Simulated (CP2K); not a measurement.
**BeTe: band structure with LDA**

Crystal: BeTe.

```
Te Be
1.0
     3.91737    0.00000    0.00000
     1.95869    3.39254    0.00000
     1.95869    1.13085    3.19852
Te Be
1 1
Direct
  0.75000 0.75000 0.75000
  0.00000 0.00000 0.00000
```

```yaml
Program: CP2K 2026.2
Task: band structure
Functional: LDA
Potentials_or_basis: GTH_POTENTIALS Te GTH-PADE-q6, Be GTH-PADE-q4; TZVP-MOLOPT-PBE-GTH basis
Density_cutoff: 11565 eV
k_mesh: 8 × 8 × 8
Occupations: fermi-dirac, width 0.0259 eV
Spin: no spin polarisation
SCF_solver: diagonalisation with k points
Quickstep_method: GPW
EPS_DEFAULT: 1.0E-9
EPS_SCF: 1.0E-6
MAX_SCF: 100
SCF_GUESS: ATOMIC
k_points_reduced_by_the_point_group: yes
Mesh_centred_on_Gamma: yes
CHOLESKY: OFF
EPS_EIGVAL: 1.0E-7
MIXING_METHOD: BROYDEN_MIXING
MIXING_ALPHA: 0.4
NBUFFER: 8
NGRIDS: 4
Basis_sets: Te TZVP-MOLOPT-PBE-GTH-q6, Be TZVP-MOLOPT-PBE-GTH-q4
Potentials: Te GTH-PADE-q6 of GTH_POTENTIALS, Be GTH-PADE-q4 of GTH_POTENTIALS
ADDED_MOS: "[10]"
Points_a_segment_of_the_path_NPOINTS: 6
Bands_added_on_the_path: 6
REL_CUTOFF_Ry: 60 Ry
MIXING_BETA_1/bohr: 1.5 1/bohr
CUTOFF_of_the_grids: 850 Ry
```

| Item | Value |
| --- | --- |
| Pressure | 1.6 GPa |
| Band gap on the k mesh | 2.54 eV, indirect (least direct gap 3.93 eV) |
| Band gap along the path | 2.54 eV, indirect (least direct gap 3.93 eV) |
| Mulliken charges | Te -0.28; Be +0.28 e |
| Hirshfeld charges | Te +0.01; Be -0.01 e |

Levels at the corners of the path, in eV from the valence-band top:
```
point  band 2  band 3  band 4  band 5  band 6  band 7  band 8  band 9  band 10
    Γ  -12.71    0.00    0.00    0.00    3.93    3.93    3.93    4.08    10.47
    X  -10.71   -5.39   -2.84   -2.84    2.65    2.79   10.61   10.61    14.08
    W  -10.67   -4.81   -3.98   -3.49    6.39    6.64    6.68    6.77    12.49
    K  -10.73   -5.01   -4.19   -2.40    3.15    6.21    9.01    9.33    10.63
    Γ  -12.71    0.00    0.00    0.00    3.93    3.93    3.93    4.08    10.47
    L  -11.25   -5.90   -1.21   -1.21    3.23    5.34    5.34   10.69    12.92
    U  -10.73   -5.01   -4.19   -2.40    3.15    6.21    9.01    9.33    10.63
    W  -10.67   -4.81   -3.98   -3.49    6.39    6.64    6.68    6.77    12.49
    L  -11.25   -5.90   -1.21   -1.21    3.23    5.34    5.34   10.69    12.92
    K  -10.73   -5.01   -4.19   -2.40    3.15    6.21    9.01    9.33    10.63
    U  -10.73   -5.01   -4.19   -2.40    3.15    6.21    9.01    9.33    10.63
    X  -10.71   -5.39   -2.84   -2.84    2.65    2.79   10.61   10.61    14.08
```

It took 13 s on 1 thread of Arm Neoverse V1, with other jobs on the host, peak memory 0.38 GiB.

Caveat: Mulliken charges move with the basis; spin-orbit coupling is left out, which moves the levels of the heavy elements; the basis of atomic orbitals isn't converged, which shifts pressures, moduli and gaps.
